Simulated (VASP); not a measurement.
A run of VASP 6.6.1 is set up as follows.

Contents of INCAR:

```
ALGO = Fast ; EDIFF = 1E-6
ENCUT = 520 ; GGA = PE
ISIF = 2 ; ISMEAR = 0
LASPH = True ; LCHARG = False
LREAL = False ; LWAVE = False
NELM = 80 ; PREC = Accurate
SIGMA = 0.03
```

File KPOINTS:

```
k-points
0
Gamma
  10 10 10
```

File POSCAR:

```
BP                                      
1.0
    0.0000000000      2.2605516541      2.2605516541
    2.2605516541      0.0000000000      2.2605516541
    2.2605516541      2.2605516541      0.0000000000
  B               P             
     1     1
Direct
     0.0000000000000000    0.0000000000000000    0.0000000000000000
     0.2500000000000000    0.2500000000000000    0.2500000000000000
```

The input KPOINTS_OPT:

```
explicit points
202
Reciprocal
 0.0000000000  0.0000000000  0.0000000000 1
 0.0555555556  0.0000000000  0.0555555556 1
 0.1111111111  0.0000000000  0.1111111111 1
 0.1666666667  0.0000000000  0.1666666667 1
 0.2222222222  0.0000000000  0.2222222222 1
 0.2777777778  0.0000000000  0.2777777778 1
[... 194 lines left out ...]
 0.5089373300  0.0178746600  0.5089373300 1
 0.4910626700 -0.0178746600  0.4910626700 1
```

Potentials or basis: VASP PAW PBE potentials, release 64 (B, P).

Launch:

```sh
$ cat potpaw_PBE.64/B/POTCAR potpaw_PBE.64/P/POTCAR > POTCAR
$ mpirun -np 1 vasp_std > vasp.out
```

Task: Estimate the pressure.

Result: 2.8 GPa.

Task: What does it give for the band gap on the k mesh?

Result: 1.22 eV, indirect (least direct gap 3.42 eV).

Task: Estimate the band gap along the path.

Result: 1.23 eV, indirect (least direct gap 3.42 eV).

Levels at the corners of the path, in eV from the valence-band top:
| point | band 2 | band 3 | band 4 | band 5 | band 6 | band 7 |
| --- | --- | --- | --- | --- | --- | --- |
| Γ | 0.00 | 0.00 | 0.00 | 3.42 | 3.42 | 3.42 |
| X | -8.64 | -4.16 | -4.16 | 1.31 | 1.65 | 12.23 |
| X | -8.64 | -4.16 | -4.16 | 1.31 | 1.65 | 12.23 |
| W | -8.10 | -5.74 | -5.54 | 5.34 | 6.80 | 7.31 |
| W | -8.10 | -5.74 | -5.54 | 5.34 | 6.80 | 7.31 |
| K | -8.22 | -6.30 | -3.54 | 2.14 | 6.03 | 9.81 |
| K | -8.22 | -6.30 | -3.54 | 2.14 | 6.03 | 9.81 |
| Γ | 0.00 | 0.00 | 0.00 | 3.42 | 3.42 | 3.42 |
| Γ | 0.00 | 0.00 | 0.00 | 3.42 | 3.42 | 3.42 |
| L | -9.11 | -1.77 | -1.77 | 3.85 | 4.72 | 4.72 |
| L | -9.11 | -1.77 | -1.77 | 3.85 | 4.72 | 4.72 |
| U | -8.22 | -6.30 | -3.54 | 2.14 | 6.03 | 9.81 |
| U | -8.22 | -6.30 | -3.54 | 2.14 | 6.03 | 9.81 |
| W | -8.10 | -5.74 | -5.54 | 5.34 | 6.80 | 7.31 |
| W | -8.10 | -5.74 | -5.54 | 5.34 | 6.80 | 7.31 |
| L | -9.11 | -1.77 | -1.77 | 3.85 | 4.72 | 4.72 |
| L | -9.11 | -1.77 | -1.77 | 3.85 | 4.72 | 4.72 |
| K | -8.22 | -6.30 | -3.54 | 2.14 | 6.03 | 9.81 |
| U | -8.22 | -6.30 | -3.54 | 2.14 | 6.03 | 9.81 |
| X | -8.64 | -4.16 | -4.16 | 1.31 | 1.65 | 12.23 |
